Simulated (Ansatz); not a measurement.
# Li2S: the cost of one run

Method: DFT PBEsol, frozen-core PAW, scalar-relativistic unless said, in Ansatz 0.2.0.

The COD entry's cell or inner coordinates are ideal or old and differ from later refinements, so a difference from it is no clean test against experiment.

## (1) The structure to begin with

The structure is cubic, space group Fm-3m (No. 225). The conventional cell has a = 5.689 Å, b = 5.689 Å, c = 5.689 Å, α = 90.00°, β = 90.00°, γ = 90.00°. Around Li (site symmetry -43m) lie 4 S at 2.46 Å. S (site symmetry m-3m) is surrounded by 8 Li at 2.46 Å.

As a file:

```xyz
3
Lattice="0.0000 2.8445 2.8445 2.8445 0.0000 2.8445 2.8445 2.8445 0.0000" Properties=species:S:1:pos:R:3 pbc="T T T"
Li    1.4223    1.4223    1.4223
Li    4.2668    4.2668    4.2668
S     0.0000    0.0000    0.0000
```

Cartesian axes are those of the input's lattice vectors. The structure goes back to a database entry.

## (2) Cell and atoms relaxed, PAW

Input file input.yaml:

```yaml
crystal:
  lattice:
    - [0.0, 2.8445, 2.8445]
    - [2.8445, 0.0, 2.8445]
    - [2.8445, 2.8445, 0.0]
  atoms:
    - { symbol: Li, position: [0.25, 0.25, 0.25] }
    - { symbol: Li, position: [0.75, 0.75, 0.75] }
    - { symbol: S, position: [0.0, 0.0, 0.0] }
kpoints:
  mp_grid: { grid: [10, 10, 10] }
scf:
  occupations: { method: fermi_dirac, width: 0.1 }
hamiltonian:
  xc: pbesol
  pseudopotentials: { kind: paw }
relax:
  f_tol: 0.002
  max_steps: 80
  cell: {}
output:
  forces: true
  stress: true
```

On the command line:

```console
$ ansatz run input.yaml --threads 2 --pin off --max-ram 6144MiB --backend cpu --events-out ev --progress --plain --runs-dir out
```

What time and memory should one allow on 2 threads of Arm Neoverse V2, shared host?

About 2.3 s, with a peak of 0.31 GiB.
